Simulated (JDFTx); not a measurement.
Crystal: Pd.

```
Pd
1.0
     0.00000    1.94650    1.94650
     1.94650    0.00000    1.94650
     1.94650    1.94650    0.00000
Pd
1
Direct
  0.00000 0.00000 0.00000
```

| Property | Result |
| --- | --- |
| Program | JDFTx 1.7.0 (patched build) |
| Task | relaxation of cell and atoms |
| Functional | RPBE |
| Potentials or basis | SG15-PBE-1.2 with smoothed tails |
| Cutoff | 1088 eV |
| Density cutoff | 4354 eV |
| k mesh | 6 × 6 × 6 |
| Occupations | fermi-dirac, width 0.05 eV |
| Spin | no spin polarisation |

At the start: pressure 10.7 GPa; volume 14.75 Å³/atom.

How do energy, volume and symmetry change on relaxing?

Over 6 steps the energy falls by 28.0 meV/atom and the volume is 15.65 Å³/atom (+6.1 %); space group Fm-3m (No. 225, to 0.05 Å).

Step by step:
```csv
step,energy change (eV),largest force (eV/Å),pressure (GPa),volume (Å³)
1,0.0000,0.0000,10.68,14.75
2,-0.0128,0.0000,7.59,14.97
3,-0.0277,0.0000,1.05,15.54
4,-0.0280,0.0000,0.15,15.63
5,-0.0280,0.0000,0.04,15.65
6,-0.0280,0.0000,0.00,15.65
```

Final structure:
```xyz
1
Lattice="0.0000 1.9853 1.9853 1.9853 0.0000 1.9853 1.9853 1.9853 0.0000" Properties=species:S:1:pos:R:3 pbc="T T T"
Pd    0.0000    0.0000    0.0000
```

Caveat: the k mesh is coarse (spacing up to 0.47 Å⁻¹), so the values aren't converged; the plane waves are those of the starting cell, so after so large a change of volume the result is rough; the potentials were made for another functional, which shifts forces and pressure.
